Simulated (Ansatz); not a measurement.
# As: a single-point run

Wanted: a converged single-point run for As, and a check of what comes out. The structure is shown as the input types it. The cell is built on a prototype (puckered monolayer) and needn't be the phase found in nature.

Method: density functional or hybrid calculation with the settings of its input, plane waves (as first typed), in Ansatz 0.2.0.

1 further run of the same task is left out (for a known fault of the program).

### Step 1. Starting point

It takes space group Pmna (No. 53, orthorhombic). Conventional cell: a = 3.634 Å, b = 28.270 Å, c = 4.807 Å, α = 90.00°, β = 90.00°, γ = 90.00°. Around As (site symmetry m) lie 3 As at 2.47 Å.

As a file:

```
CELL_PARAMETERS angstrom
4.80735 0.00000 0.00000
0.00000 3.63390 0.00000
0.00000 0.00000 28.27037
ATOMIC_POSITIONS crystal
As 0.07604 0.00000 0.37773
As 0.42396 0.50000 0.37773
As 0.57604 0.50000 0.29435
As 0.92396 0.00000 0.29435
```

### Step 2. The calculation

Contents of input.yaml:

```yaml
crystal:
  lattice:
    - [4.8073450689, 0.0, 0.0]
    - [0.0, 3.6338990999, 0.0]
    - [0.0, 0.0, 28.2703730404]
  atoms:
    - { symbol: As, position: [0.0760356344, 0.0, 0.3777315096] }
    - { symbol: As, position: [0.4239643656, 0.5, 0.3777315096] }
    - { symbol: As, position: [0.5760356344, 0.5, 0.2943501772] }
    - { symbol: As, position: [0.9239643656, 0.0, 0.2943501772] }
  periodic: [true, true, false]
kpoints:
  mp_grid: { grid: [1, 1, 1] }
hamiltonian:
  xc: pbe
scf:
  occupations: { method: fixed }
  n_extra_bands: 5
output:
  forces: true
  stress: true
  eigenvalues: true
```

The run is started by

```console
$ ansatz run input.yaml --threads 4 --pin off --max-ram 4608MiB --backend cpu --events-out ev --progress --plain --runs-dir out
```

Q: Will this input give a usable result? If not, why, and what should change?

This run ends as converged. It gives a largest force of 3.2 eV/Å, which is large; a structure far from rest gives such values too, whatever the setting.

In the input, kpoints.mp_grid.grid is [1, 1, 1]. The zone is sampled at a single point, which suits only large cells or molecules.

Run again and compare: set kpoints.mp_grid.grid to [4, 6, 1].
